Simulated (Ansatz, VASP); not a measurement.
Al3Au in VASP and in Ansatz

```xyz
4
Lattice="-1.9388 1.9388 4.1267 1.9388 -1.9388 4.1267 1.9388 1.9388 -4.1267" Properties=species:S:1:pos:R:3 pbc="T T T"
Al    0.0000    1.9388    2.0633
Al    1.9388    0.0000    2.0633
Al    0.0000    0.0000    4.1267
Au    0.0000    0.0000    0.0000
```

Alike in both runs: task single point; functional PBE; k mesh 14 × 14 × 14; occupations gaussian, width 0.1 eV; no spin polarisation.

|  | VASP | Ansatz |
| --- | --- | --- |
| version | VASP 6.6.1 | Ansatz 0.2.0 |
| potentials or method | VASP PAW PBE potentials, release 64 (Al, Au) | scalar-relativistic, plane waves, PAW |
| plane-wave cutoff (eV) | 520 | 420 |
| valence electrons in the cell | 20 | 28 |

|  | VASP | Ansatz | Ansatz less VASP |
| --- | --- | --- | --- |
| gap on the k mesh at the Fermi level (eV) | none | none | - |
| pressure (GPa) | 8.7 | 8.8 | +0.14 |
| largest component of the traceless stress (GPa) | 4.99 | 5.02 | +0.027 |

A gap of «none» marks a metal or a gap that the smearing closes. The two sets of potentials don't hold the same shells in valence.

Spin-orbit coupling is left out, which matters for the levels of Au.
